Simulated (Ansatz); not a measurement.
# Nb: projected density of states with HSE06

Nb:

```
Nb
1.0
    -1.66395    1.66395    1.66395
     1.66395   -1.66395    1.66395
     1.66395    1.66395   -1.66395
Nb
1
Direct
  0.00000 0.00000 0.00000
```

```
Program             : Ansatz 0.2.0
Task                : projected density of states
Functional          : HSE06
Potentials or basis : Ansatz PAW
Cutoff              : 420 eV (not typed: the program's choice for these potentials)
k mesh              : 6 × 6 × 6
Occupations         : fermi-dirac, width 0.05 eV
Spin                : no spin polarisation
```

```
Pressure                             : -9.2 GPa
Band gap on the k mesh               : none (metal or under the smearing width)
Density of states at the Fermi level : 1.74 states/eV per cell
```

Levels at points of the mesh, in eV from the Fermi level:
```
              k point  band 3  band 4  band 5  band 6  band 7  band 8  band 9  band 10
   (0.00, 0.00, 0.00)  -32.07  -32.07   -6.88    0.57    0.57    0.57    4.02     4.02
  (0.00, 0.00, -0.50)  -32.52  -32.08   -4.30   -2.01    2.15    3.97    4.70     7.06
(-0.50, -0.50, -0.50)  -33.05  -33.05   -4.20   -4.20    6.22    6.22    6.22     9.49
```

States per cell in windows of 1 eV (zero at the Fermi level; states under -8 eV left out):
```tsv
from (eV)	total	Nb 4d	Nb 5s	Nb 4p	Nb 4s
-8.0	0.00	0.00	0.00	0.00	0.00
-7.0	0.01	0.00	0.01	0.00	0.00
-6.0	0.09	0.01	0.07	0.00	0.01
-5.0	0.21	0.06	0.13	0.01	0.01
-4.0	1.10	0.82	0.24	0.02	0.02
-3.0	0.85	0.76	0.07	0.02	0.01
-2.0	1.40	1.33	0.03	0.02	0.00
-1.0	1.46	1.29	0.10	0.02	0.00
0.0	0.65	0.51	0.07	0.01	0.00
1.0	0.27	0.24	0.00	0.00	0.00
2.0	0.77	0.73	0.01	0.00	0.00
3.0	1.18	1.14	0.02	0.00	0.00
4.0	1.82	1.73	0.06	0.00	0.00
5.0	0.65	0.54	0.08	0.00	0.00
6.0	0.41	0.26	0.08	0.00	0.01
7.0	0.44	0.17	0.10	0.00	0.01
```

Run time: 9.1 s on 2 threads of Arm Neoverse N1, on a shared host, peak memory 0.55 GiB.

Caveat: the k mesh is coarse (spacing up to 0.45 Å⁻¹), so the values aren't converged, least of all with exact exchange; the PAW data sets come from PBE, with cores solved anew for the run's functional, which leaves a small shift of forces and pressure; the thresholds are loose for stress.
